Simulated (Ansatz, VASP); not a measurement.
**Two plane-wave programs on F**

The input INCAR:

```
SYSTEM = F
PREC = Accurate ; ENCUT = 520
EDIFF = 1E-7 ; ISMEAR = 0
SIGMA = 0.05 ; LREAL = .FALSE.
LASPH = .TRUE. ; NELM = 60
ALGO = Normal ; ISIF = 2
LWAVE = .FALSE. ; LCHARG = .FALSE.
GGA = PS ; NBANDS = 22
```

The input KPOINTS:

```
Automatic mesh
0
G
  4 4 2
  0 0 0
```

The input POSCAR:

```
F
1.0
    2.9155237960     -1.8154403559     -0.2248703469
    2.9155237960      1.8154403559     -0.2248703469
   -2.1504101740      0.0000000000      7.2530084994
F
4
Direct
    0.0848459664      0.0848459664      0.0940038325
    0.9151540336      0.9151540336      0.9059961675
    0.5015719855      0.5015719855      0.5937195244
    0.4984280145      0.4984280145      0.4062804756
```

Input for Ansatz:

```yaml
crystal:
  lattice:
    - [2.915523796, -1.8154403559, -0.2248703469]
    - [2.915523796, 1.8154403559, -0.2248703469]
    - [-2.150410174, 0.0, 7.2530084994]
  atoms:
    - { symbol: F, position: [0.0848459664, 0.0848459664, 0.0940038325] }
    - { symbol: F, position: [0.9151540336, 0.9151540336, 0.9059961675] }
    - { symbol: F, position: [0.5015719855, 0.5015719855, 0.5937195244] }
    - { symbol: F, position: [0.4984280145, 0.4984280145, 0.4062804756] }
basis:
  ecutwfc: 520.0
kpoints:
  mp_grid: { grid: [4, 4, 2] }
hamiltonian:
  xc: pbesol
scf:
  occupations: { method: gaussian, width: 0.05 }
output:
  forces: true
  stress: true
  eigenvalues: true
```

Change from the starting cell: volume 18.756 Å^3 an atom, stretch along a over the lengths across it, relative to the relaxed cell 0.9230.

Alike in both runs: task single point; functional PBEsol; k mesh 4 × 4 × 2; occupations gaussian, width 0.05 eV; no spin polarisation.

```csv
,VASP,Ansatz
version,VASP 6.6.1,Ansatz 0.2.0
potentials or method,"VASP PAW PBE potentials, release 64 (F)","scalar-relativistic, plane waves, PAW"
plane-wave cutoff (eV),520,520
valence electrons in the cell,28,28
```

|  | VASP | Ansatz | Ansatz less VASP |
| --- | --- | --- | --- |
| gap on the k mesh at the Fermi level (eV) | 2.83 | 2.91 | +0.077 |
| least direct gap on the mesh (eV) | 2.90 | 2.98 | +0.077 |
| pressure (GPa) | -0.5 | -0.9 | -0.32 |
| largest component of the traceless stress (GPa) | 0.08 | 1.47 | +1.384 |
| rms of the force components (eV/Å) | 0.008 | 0.242 | +0.2346 |

Atom by atom the forces differ by 0.236 eV/Å (rms over components). One of these differences is far larger than is usual between the two programs; its cause wasn't traced. With one functional, cell and mesh, what is left measures potentials, basis and numerics.

Caveats: the k mesh is coarse (spacing up to 0.52 Å⁻¹), so the values aren't converged; the PAW data sets were made with another functional, which shifts forces and pressure a little (VASP). A k mesh can miss the band edges.
